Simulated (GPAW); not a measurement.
Consider Sc on a Y site in YB2Ir3.

```xyz
18
Lattice="5.4369 0.0000 3.1503 -2.7184 4.7085 3.1503 -2.7184 -4.7085 3.1503" Properties=species:S:1:pos:R:3 pbc="T T T"
Ir   -1.3619   -2.3622    4.6859
Ir    1.3719    2.3594    4.7555
Ir   -1.3572   -2.3571    1.5799
Ir   -4.0709   -2.3607    4.7201
Ir   -1.3609    2.3578    4.6902
Ir    1.3716   -2.3642    4.7616
Ir   -2.7145   -0.0047    7.8722
Ir    2.7380   -0.0017    4.6760
Ir   -2.7302   -0.0021    4.7758
Sc    5.4247    0.0037    3.1487
Y     0.0014    0.0008    3.1216
Y     0.0139    0.0001    6.3264
B     2.7170   -1.5415    6.3009
B     0.0037    3.1239    3.1519
B    -0.0053    3.1256    6.2978
B     0.0095   -3.1285    3.1543
B    -0.0155   -3.1333    6.2908
B     2.7177    1.5518    6.3008
```

Absorber: atom 14, with 2 Ir at 2.19 Å, 2 Ir at 2.22 Å and 2 Ir at 2.24 Å (distorted trigonal prismatic; 3.2 Å from the defect atom). Method: GPAW, PBE, excited-electron core hole (neutral cell), 18-atom cell with 6.3 Å between holes, 4×4×4 k points, dipole transitions, Gaussian full width 0.9 eV up to 4 eV, rising linearly to 3.5 eV at 25 eV, without spin-orbit coupling.

**Question.** Where do the maxima of the B K edge fall?

Main maxima up to 24 eV above the zero (height): 1.6 eV (2.00), 3.8 eV (1.71), 6.4 eV (1.15), 9.6 eV (1.34), 12.8 eV (0.80) and 17.1 eV (0.69). A K edge sees empty p states on the absorber. The total-energy difference is 194.25 eV. One term is added: -5.59 eV, since the hole is spin-paired here and a spin-polarised one costs that much less in the free atom (computed apart). The photon energy is then 188.66 eV. The functional leaves an error of a few eV in such absolute values.

The B K spectrum (energy from the lowest empty level; intensity scaled to a mean of 1 over the first 20 eV):

```
E (eV)  isotropic  ε ∥ x  ε ∥ y  ε ∥ z
  -2.0       0.00   0.00   0.00   0.00
  -1.4       0.00   0.00   0.00   0.00
  -0.8       0.02   0.01   0.02   0.02
  -0.2       0.31   0.25   0.28   0.39
   0.4       0.92   0.82   0.85   1.09
   1.0       1.50   1.72   1.61   1.16
   1.6       2.00   2.53   2.27   1.19
   2.2       1.61   2.01   1.71   1.10
   2.8       1.57   2.10   1.77   0.84
   3.4       1.64   2.07   2.00   0.84
   4.0       1.69   1.79   1.94   1.35
   4.6       1.34   1.23   1.51   1.27
   5.2       1.13   1.22   1.42   0.75
   5.8       1.11   1.17   1.27   0.88
   6.4       1.15   1.07   1.15   1.22
   7.0       1.06   0.90   0.95   1.32
   7.6       0.90   0.69   0.68   1.35
   8.2       0.93   0.65   0.66   1.49
   8.8       1.11   0.80   0.83   1.71
   9.4       1.32   0.93   0.93   2.10
  10.0       1.26   0.84   0.82   2.13
  10.6       0.99   0.64   0.63   1.71
  11.2       0.78   0.55   0.55   1.25
  11.8       0.73   0.61   0.62   0.96
  12.4       0.78   0.74   0.77   0.82
  13.0       0.80   0.80   0.83   0.76
  13.6       0.73   0.75   0.76   0.69
  14.2       0.64   0.69   0.66   0.58
  14.8       0.60   0.68   0.63   0.49
  15.4       0.61   0.72   0.67   0.44
  16.0       0.64   0.77   0.73   0.42
  16.6       0.68   0.81   0.78   0.43
  17.2       0.69   0.83   0.78   0.46
  17.8       0.66   0.78   0.74   0.47
  18.4       0.60   0.69   0.65   0.46
  19.0       0.51   0.57   0.55   0.41
  19.6       0.43   0.47   0.48   0.36
  20.2       0.38   0.40   0.43   0.30
  20.8       0.35   0.38   0.42   0.25
  21.4       0.34   0.38   0.43   0.22
  22.0       0.35   0.39   0.44   0.20
  22.6       0.35   0.41   0.45   0.20
  23.2       0.36   0.42   0.45   0.20
  23.8       0.37   0.43   0.45   0.22
  24.4       0.38   0.44   0.45   0.25
  25.0       0.39   0.45   0.44   0.29
  25.6       0.41   0.45   0.44   0.33
  26.2       0.42   0.45   0.44   0.38
  26.8       0.43   0.45   0.43   0.42
  27.4       0.45   0.46   0.44   0.46
```

In so small a cell the defects form an ordered array, and no site is far from one. The holes are only 6.3 Å apart, so the shape is probably not converged with cell size; no larger cell was run here. The mesh is coarse (0.25 Å⁻¹ between points), so small maxima may be mesh ripples. Lifetime broadening is put in by hand, and intensities beyond about 20 eV depend on it and on the partial waves; weight that the partial waves miss at high energy is lost.

[Banner, clock and machine lines of the logs are left out without a mark of their own.]

[Logs are printed without paths, hosts, clocks, repeated set-up lines and the standing remarks that a program may print on its own settings, such as how far it seeks lower states.]

[Hosts, paths, dates, database ids (printed as entryN), source tags and the programs' standing remarks are cut or masked in the printed files.]

[Lists of maxima count a maximum above −3 eV only where it reaches 4 % of the highest in the window and stands out from its surroundings by 2 % of it (1.5 % where it reaches 55 %); shoulders and weaker maxima are passed over, and of the rest the first, up to two pre-edge ones and the few strongest are named.]
